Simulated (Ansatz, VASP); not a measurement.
# Two plane-wave programs on CdF2

Contents of POSCAR:

```
CdF2
1.0
   -0.0153568128      2.6941776810      2.6941776810
    2.6941776810     -0.0153568128      2.6941776810
    2.6788208683      2.6788208683      0.0000000000
Cd F
1 2
Direct
    0.0000000000      0.0000000000      0.0000000000
    0.2506371142      0.2506371142      0.2493628858
    0.7493628858      0.7493628858      0.7506371142
```

Contents of INCAR.step1:

```
PREC = Accurate
ENCUT = 520
ISMEAR = 0
SIGMA = 0.01
LREAL = False
LASPH = True
NELM = 100
NBANDS = 20
GGA = PE
ALGO = Normal
EDIFF = 1E-4
LWAVE = True
LCHARG = False
```

The input INCAR.step2:

```
PREC = Accurate
ENCUT = 520
EDIFF = 1E-6
ISMEAR = 0
SIGMA = 0.01
LREAL = False
LASPH = True
NELM = 100
ALGO = Normal
ISIF = 2
LWAVE = False
LCHARG = False
METAGGA = R2SCAN
LMIXTAU = True
NBANDS = 20
ISTART = 1
```

The input KPOINTS:

```
regular mesh
0
Gamma
  8 8 8
```

Input for Ansatz:

```yaml
crystal:
  lattice:
    - [-0.0153568128, 2.694177681, 2.694177681]
    - [2.694177681, -0.0153568128, 2.694177681]
    - [2.6788208683, 2.6788208683, 0.0]
  atoms:
    - { symbol: Cd, position: [0.0, 0.0, 0.0] }
    - { symbol: F, position: [0.2506371142, 0.2506371142, 0.2493628858] }
    - { symbol: F, position: [0.7493628858, 0.7493628858, 0.7506371142] }
kpoints:
  mp_grid: { grid: [8, 8, 8] }
  band_path:
    path:
      - [0.0, 0.0, 0.0]
      - [0.5, 0.0, 0.5]
      - [0.625, 0.25, 0.625]
      - [0.375, 0.375, 0.75]
      - [0.5, 0.5, 0.5]
      - [0.5, 0.25, 0.75]
      - [0.25, -0.494792, -0.244792]
    npoints: 1
hamiltonian:
  xc: r2scan
scf:
  occupations: { method: fixed }
  n_extra_bands: 4
output:
  forces: true
  stress: true
  eigenvalues: true
```

Change from the starting cell: shear_xy strain -1.1%.

Alike in both runs: task single point; functional r2SCAN; k mesh 8 × 8 × 8; no spin polarisation.

```csv
,VASP,Ansatz
version,VASP 6.6.1,Ansatz 0.2.0
potentials or method,"VASP PAW PBE potentials, release 64 (Cd, F)","plane waves, PAW"
plane-wave cutoff (eV),520,500
occupations,"gaussian, width 0.01 eV",fixed
valence electrons in the cell,26,34
```

VASP gave:

| Item | Value |
| --- | --- |
| gap on the k mesh at the Fermi level (eV) | 3.75 |
| pressure (GPa) | 1.0 |
| largest component of the traceless stress (GPa) | 0.31 |

Q: Estimate Ansatz's values.

A: gap on the k mesh at the Fermi level (eV): 3.79; pressure (GPa): 0.0; largest component of the traceless stress (GPa): 0.27.

The two sets of potentials don't hold the same shells in valence.

Caveats: the PAW data sets were made with another functional, which shifts forces and pressure a little (VASP). A k mesh can miss the band edges.
